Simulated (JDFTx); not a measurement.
The system is PbSe (Clausthalite).

```xyz
2
Lattice="0.0000 3.0606 3.0606 3.0606 0.0000 3.0606 3.0606 3.0606 0.0000" Properties=species:S:1:pos:R:3 pbc="T T T"
Pb    0.0000    0.0000    0.0000
Se    3.0606    3.0606    3.0606
```

Base run:

| Property | Result |
| --- | --- |
| Program | JDFTx 1.7.0 (patched build) |
| Functional | LDA |
| Potentials or basis | PseudoDojo-SR-LDA-0.4.1-standard |
| Cutoff | 1170 eV |
| Density cutoff | 9361 eV |
| k mesh | 8 × 8 × 8 |
| Occupations | fermi-dirac, width 0.05 eV |
| Spin | no spin polarisation |

Its results: band gap on the k mesh 0.19 eV, direct; pressure -2.1 GPa.

**Question.** The run is repeated on the same cell with these changes: functional from LDA to PBEsol; potentials or basis from PseudoDojo-SR-LDA-0.4.1-standard to PseudoDojo-SR-PBEsol-0.4.1-standard. What comes out?

**Answer.** Band gap on the k mesh 0.21 eV, direct; pressure -0.5 GPa.

Caveats: spin-orbit coupling is left out, which as a rule narrows the gap of such compounds by several tenths of an eV; the empty levels aren't tightly converged (some runs).

A k mesh can miss the band edges.
